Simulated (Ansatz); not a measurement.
The system is BP.

```
P B
1.0
     0.00000    2.26900    2.26900
     2.26900    0.00000    2.26900
     2.26900    2.26900    0.00000
P B
1 1
Cartesian
  3.4035 3.4035 3.4035
  0.0000 0.0000 0.0000
```

Program: Ansatz 0.2.0. Alike in all runs: no spin polarisation; cell as given; k mesh 10 × 10 × 10. Hardware: 2 threads of Arm Neoverse V2, with other jobs on the host.

Problem. Order these runs on this cell by their wall time, lowest first.
A. task single point; level PBE; potentials or basis Ansatz PAW; cutoff (eV) 350; smearing fermi-dirac 0.05 eV
B. task Born charges and dielectric tensor; level PBEsol; potentials or basis Ansatz PAW; cutoff (eV) 420; smearing fixed
C. task band structure; level LDA; potentials or basis JTH PAW LDA; cutoff (eV) 870; smearing fermi-dirac 0.05 eV; points for each segment of the path 14
D. task band structure; level PBEsol; potentials or basis Ansatz PAW; cutoff (eV) 420; smearing fermi-dirac 0.05 eV; points for each segment of the path 14

Solution. A (0.39 s), D (1.2 s), C (3.8 s), B (8.8 s).

Caveats: the cutoff lies under the one recommended for these potentials (some runs).
